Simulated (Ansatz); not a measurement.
CaSe (wurtzite) (no longer in that coordination) (r2SCAN geometry), in Ansatz:

```cif
data_structure
_symmetry_space_group_name_H-M 'P6_3/mmc'
_symmetry_Int_Tables_number 194
_cell_length_a 5.0056
_cell_length_b 5.0056
_cell_length_c 5.8757
_cell_angle_alpha 90.000
_cell_angle_beta 90.000
_cell_angle_gamma 120.000
_cell_volume 127.50
loop_
_atom_site_label
_atom_site_type_symbol
_atom_site_symmetry_multiplicity
_atom_site_Wyckoff_symbol
_atom_site_fract_x
_atom_site_fract_y
_atom_site_fract_z
_atom_site_occupancy
Ca1 Ca 2 d 0.33333 0.66667 0.75000 1
Se1 Se 2 c 0.33333 0.66667 0.25000 1
```

G0W0@PBE with 479 empty bands, a screening cutoff of 140 eV and a 6×6×2 mesh (PAW, contour deformation) gives 3.780 eV over the mesh points, from a PBE gap of 2.442 eV; it sums over 505 bands with 467 plane waves in the screening and a wave cutoff of 420 eV. G0W0 here is at a finite number of bands, screening cutoff and k mesh, not at the basis limit. No spin polarisation. The prototype was imposed, so other structures may be more stable.

(1) Estimate the gap with empty bands 207, screening cutoff 80 eV.

(2) Estimate the gap with mesh 6×6×4, empty bands 207, screening cutoff 80 eV.

Answers

(1) 3.613 eV (-0.167 eV), from a Kohn-Sham gap of 2.442 eV.

(2) 3.651 eV (-0.129 eV), from a Kohn-Sham gap of 2.453 eV.

The runs are scalar-relativistic, without spin-orbit coupling.
